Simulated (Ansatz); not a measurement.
Crystal: MnO2.

```
CELL_PARAMETERS angstrom
2.85496 0.00000 0.00000
-1.42748 2.47246 0.00000
0.00000 0.00000 10.22174
ATOMIC_POSITIONS crystal
Mn 0.00000 0.00000 0.50000
Mn 0.00000 0.00000 0.00000
O 0.66667 0.33333 0.40686
O 0.66667 0.33333 0.09314
O 0.33333 0.66667 0.59314
O 0.33333 0.66667 0.90686
```

Measurements of this composition are mostly on another form, of space group No. 136.

```yaml
Program: Ansatz 0.2.0
Task: relaxation of cell and atoms
Functional: PBEsol
Potentials_or_basis: Ansatz PAW
Cutoff: "420 eV (not typed: the program's choice for these potentials)"
k_mesh: 11 × 11 × 3
Occupations: fermi-dirac, width 0.05 eV
Spin: collinear spin, ferromagnetic start
Starting_moments: "[4.0, 4.0, 0.0, 0.0, 0.0, 0.0] μB"
```

At the start: volume 12.03 Å³/atom.

**Question.** How do energy, volume and symmetry change on relaxing?

**Answer.** It ends after 24 steps and the volume is 12.97 Å³/atom (+7.9 %); space group P6_3/mmc (No. 194, to 0.05 Å); moment 6.00 μB per cell.

The path:
| step | energy change (eV) | largest force (eV/Å) | volume (Å³) |
| --- | --- | --- | --- |
| 1 | 0.0000 | 0.1901 | 72.15 |
| 2 | -0.0057 | 0.0955 | 72.74 |
| 3 | -0.0065 | 0.0064 | 73.02 |
| 4 | -0.0069 | 0.0001 | 72.93 |
| 5 | -0.0123 | 0.0000 | 72.93 |
| 6 | -0.0095 | 0.0057 | 73.77 |
| 7 | -0.0069 | 0.0016 | 74.31 |
| 8 | -0.0148 | 0.0021 | 74.31 |
| 9 | -0.0117 | 0.0005 | 75.09 |
| 10 | -0.0101 | 0.0061 | 75.40 |
| 11 | -0.0159 | 0.0057 | 75.40 |
| 12 | -0.0132 | 0.0006 | 76.05 |
| 13 | -0.0122 | 0.0006 | 76.24 |
| 14 | -0.0167 | 0.0008 | 76.24 |
| 15 | -0.0148 | 0.0004 | 76.70 |
| 16 | -0.0169 | 0.0004 | 76.70 |
| 17 | -0.0156 | 0.0005 | 76.99 |
| 18 | -0.0149 | 0.0005 | 77.15 |
| 19 | -0.0171 | 0.0007 | 77.15 |
| 20 | -0.0155 | 0.0008 | 77.50 |
| 21 | -0.0173 | 0.0008 | 77.50 |
| 22 | -0.0168 | 0.0008 | 77.62 |
| 23 | -0.0159 | 0.0002 | 77.82 |
| 24 | -0.0174 | 0.0001 | 77.82 |

Final structure:
```cif
data_structure
_symmetry_space_group_name_H-M 'P 1'
_symmetry_Int_Tables_number 1
_cell_length_a 2.8399
_cell_length_b 2.8399
_cell_length_c 11.1426
_cell_angle_alpha 90.000
_cell_angle_beta 90.000
_cell_angle_gamma 120.000
_cell_volume 77.82
loop_
_atom_site_label
_atom_site_type_symbol
_atom_site_fract_x
_atom_site_fract_y
_atom_site_fract_z
_atom_site_occupancy
Mn1 Mn 0.00000 0.00000 0.50000 1
Mn2 Mn 0.00000 0.00000 0.00000 1
O1 O 0.66667 0.33333 0.41474 1
O2 O 0.66667 0.33333 0.08526 1
O3 O 0.33333 0.66667 0.58526 1
O4 O 0.33333 0.66667 0.91474 1
```

Caveat: the plane-wave basis is chosen anew once the cell has moved, so the energies of steps on either side of that aren't comparable; the pressure holds a Pulay correction of +0.7 GPa for the finite cutoff; only a ferromagnetic start was run, and an antiferromagnetic order may lie lower in energy; the PAW data sets come from PBE, with cores solved anew for the run's functional, which leaves a small shift of forces and pressure.
